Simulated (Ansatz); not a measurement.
Run record: HgS

The cell (2 atoms) is HgS as a measured crystal structure (space group F-43m). Source: COD entry 1011368; the sample's temperature and pressure aren't taken into account, and it need not be the stable phase.

These are results of DFT, PBE, PAW, plane waves, scalar-relativistic in Ansatz development build ahead of 0.2.0, not measurements.

The input:

```yaml
crystal:
  lattice:
    - [0.0, 2.929, 2.929]
    - [2.929, 0.0, 2.929]
    - [2.929, 2.929, 0.0]
  atoms:
    - { symbol: Hg, position: [0.0, 0.0, 0.0] }
    - { symbol: S, position: [0.75, 0.75, 0.75] }
hamiltonian:
  xc: pbe
  pseudopotentials: { kind: paw }
basis:
  ecutwfc: 420
kpoints:
  mp_grid: { grid: [7, 7, 7] }
scf:
  occupations: { method: fermi_dirac, width: 0.05 }
  lower_state_search: "off"
  algorithm: density_mixing
  max_iter: 80
  mixing: { algorithm: anderson, ndim: 1, beta: 0.2, preconditioner: none }
output:
  forces: true
  stress: true
```

Launched as:
```sh
ansatz run input.yaml --threads 2 --pin off --max-ram 5120MiB --backend cpu --events-out ev --progress --plain --runs-dir out
```

Program output, abridged:

```
Pseudopotentials: kind: paw
Pseudopotential: Hg, paw, valence charge 20, recommended cutoff 420 eV (normal), Hg.paw.azcp
Pseudopotential: S, paw, valence charge 6, recommended cutoff 420 eV (normal), S.paw.azcp
Functional definition: PBE
Crystal: 2 atoms, lattice volume = 50.256 Å³
Basis set: ecut = 420 eV, 941 PW (Γ), exchange–correlation on 60×60×60 points (8 copies of the dense FFT grid, shifted against one another)
Bands: 17, of which v1, the nominal top of the filled ones, is band 13 counted from 1 (12 counted from 0)
Symmetry: 24 space group operations
Space group: F-43m (ITA 216), of the structure as read, at distance tolerance 3.7e-5 Å
k-points: 20 of 343 (time reversal used)
Non-local potential: Hg, projectors of the file, l = 0: 3, l = 1: 2, l = 2: 2, l = 3: 1
Non-local potential: S, projectors of the file, l = 0: 2, l = 1: 2, l = 2: 2
Initial density: superposition of atomic densities (neutral atoms: chi_scale 0, normalization atom), corrected by the library's trained network
Initial wavefunctions: pseudopotential atomic-orbital guess
Functional: x = pbe(κ = 0.804, μ = 0.2195149727645171), c = pbe(β = 0.06672455060314922)
SCF iter   1: F=—  HF=-14715.767423 eV  |F-HF|=—  |Δ(HF+E_count)|=         —  Δρ=9.51e-4  dr2=5.46e-4  ethr=1.77e-3  ⟨swp⟩=5.8  Hψ=1695  notcnv=0
SCF iter   2: F=—  HF=-14715.767741 eV  |F-HF|=—  |Δ(HF+E_count)|=   3.18e-4  Δρ=6.08e-4  dr2=1.86e-4  ethr=2.10e-6  ⟨swp⟩=2.9  Hψ=813  notcnv=0
SCF iter   3: F=—  HF=-14715.767747 eV  |F-HF|=—  |Δ(HF+E_count)|=   5.45e-6  Δρ=4.46e-4  dr2=7.14e-5  ethr=7.14e-7  ⟨swp⟩=1.0  Hψ=340  notcnv=0
SCF iter   4: F=—  HF=-14715.767764 eV  |F-HF|=—  |Δ(HF+E_count)|=   1.68e-5  Δρ=3.48e-4  dr2=3.64e-5  ethr=2.74e-7  ⟨swp⟩=1.0  Hψ=340  notcnv=0
SCF iter   5: F=—  HF=-14715.767783 eV  |F-HF|=—  |Δ(HF+E_count)|=   1.90e-5  Δρ=2.75e-4  dr2=2.05e-5  ethr=1.40e-7  ⟨swp⟩=1.0  Hψ=340  notcnv=0
SCF iter   6: F=—  HF=-14715.767797 eV  |F-HF|=—  |Δ(HF+E_count)|=   1.44e-5  Δρ=2.19e-4  dr2=1.24e-5  ethr=7.90e-8  ⟨swp⟩=1.0  Hψ=340  notcnv=0
SCF iter   7: F=—  HF=-14715.767807 eV  |F-HF|=—  |Δ(HF+E_count)|=   1.02e-5  Δρ=1.75e-4  dr2=7.66e-6  ethr=4.77e-8  ⟨swp⟩=1.0  Hψ=340  notcnv=0
SCF iter   8: F=—  HF=-14715.767814 eV  |F-HF|=—  |Δ(HF+E_count)|=   7.01e-6  Δρ=1.39e-4  dr2=4.80e-6  ethr=2.95e-8  ⟨swp⟩=1.0  Hψ=340  notcnv=0
SCF iter   9: F=—  HF=-14715.767819 eV  |F-HF|=—  |Δ(HF+E_count)|=   4.76e-6  Δρ=1.11e-4  dr2=3.02e-6  ethr=1.84e-8  ⟨swp⟩=1.0  Hψ=340  notcnv=0
SCF iter  10: F=—  HF=-14715.767822 eV  |F-HF|=—  |Δ(HF+E_count)|=   3.20e-6  Δρ=8.86e-5  dr2=1.91e-6  ethr=1.16e-8  ⟨swp⟩=1.0  Hψ=340  notcnv=0
SCF iter  11: F=—  HF=-14715.767824 eV  |F-HF|=—  |Δ(HF+E_count)|=   2.14e-6  Δρ=7.08e-5  dr2=1.21e-6  ethr=7.34e-9  ⟨swp⟩=1.0  Hψ=340  notcnv=0
SCF iter  12: F=—  HF=-14715.767826 eV  |F-HF|=—  |Δ(HF+E_count)|=   1.43e-6  Δρ=5.66e-5  dr2=7.67e-7  ethr=4.65e-9  ⟨swp⟩=1.1  Hψ=341  notcnv=0
SCF iter  13: F=—  HF=-14715.767827 eV  |F-HF|=—  |Δ(HF+E_count)|=   9.51e-7  Δρ=4.52e-5  dr2=4.87e-7  ethr=2.95e-9  ⟨swp⟩=1.1  Hψ=341  notcnv=0
SCF iter  14: F=—  HF=-14715.767827 eV  |F-HF|=—  |Δ(HF+E_count)|=   6.31e-7  Δρ=3.62e-5  dr2=3.10e-7  ethr=1.87e-9  ⟨swp⟩=1.1  Hψ=341  notcnv=0
SCF iter  15: F=—  HF=-14715.767828 eV  |F-HF|=—  |Δ(HF+E_count)|=   4.19e-7  Δρ=2.90e-5  dr2=1.98e-7  ethr=1.19e-9  ⟨swp⟩=1.1  Hψ=341  notcnv=0
SCF iter  16: F=—  HF=-14715.767828 eV  |F-HF|=—  |Δ(HF+E_count)|=   2.78e-7  Δρ=2.32e-5  dr2=1.26e-7  ethr=7.60e-10  ⟨swp⟩=1.1  Hψ=341  notcnv=0
SCF iter  17: F=-14715.767829 eV  HF=-14715.767828 eV  |F-HF|=3.36e-7  |Δ(HF+E_count)|=   1.84e-7  Δρ=1.86e-5  dr2=8.05e-8  ethr=3.85e-10  ⟨swp⟩=3.1  Hψ=885  notcnv=0
SCF 1 converged in 17 iterations: F = -14715.767829 eV  dr2 = 8.05e-8
  greatest PAW one-centre occupation: 1.000 electrons in one spin orbital (limit 2), on the Hg atom at site 0 (counted from 0), in its partial waves of l = 0
SCF converged after 17 iterations
Stability not checked: this state was not tested for a lower state beside it, because the mixer in use, unlike msr1, does not test its closes by its own steps (another_mixer; see scf.mixing.algorithm and scf.lower_state_search)
Free energy (F): -14715.767829 eV
Harris-Foulkes:  -14715.767828 eV  (|F-HF|=3.36e-7)
Internal energy: -14715.767055 eV  (E = F + TS)
E sigma→0 (E₀):  -14715.767442 eV
Entropy (-TS):   -0.000774 eV (-0.387 meV/atom)
Fermi energy:    8.326554 eV
--- Per-component energies (eV) ---
  E_band       = -494.074551
  E_kinetic    = 709.866075
  E_local      = -3433.254904  (includes V_loc(G=0)·N_el)
  E_nonlocal   = 101.527861
  E_hartree    = 1460.860774
  E_xc         = -317.080409
  E_vxc        = -349.167769  (∫ρ·V_xc dr)
  E_paw        = -10544.250068  (= ΣΔE_a)
  E_vpaw       = -444.771737  (= ΣTr[D̂ρ^β])
  E_aug_tail   = 0.000952  (compensation charges beyond the density's cutoff)
  E_ewald      = -2693.437337
  E_smearing   = -0.000774  (= −TS)
  E_closure    = 0.000000  (closes the sum)
  Σ components = -14715.767829   (vs F -14715.767829, Δ=0.00e0)
--- Forces (eV/Å), atoms counted from 1 ---
  atom   1  Hg    -0.00000000     0.00000000     0.00000000
  atom   2  S      0.00000000    -0.00000000    -0.00000000
  max |Σ_I F_I| component: 2.73e-16 eV/Å
--- Stress (GPa, compression-positive) ---
        4.038632       0.000000      -0.000000
       -0.000000       4.038632       0.000000
       -0.000000       0.000000       4.038632
  P = ⅓ Tr σ = 4.0386 GPa (40.386 kbar)
```

The run took 0.75 s on 2 threads of AMD EPYC 9R14 (Zen 4), with other jobs on the host, peak memory 0.36 GiB.
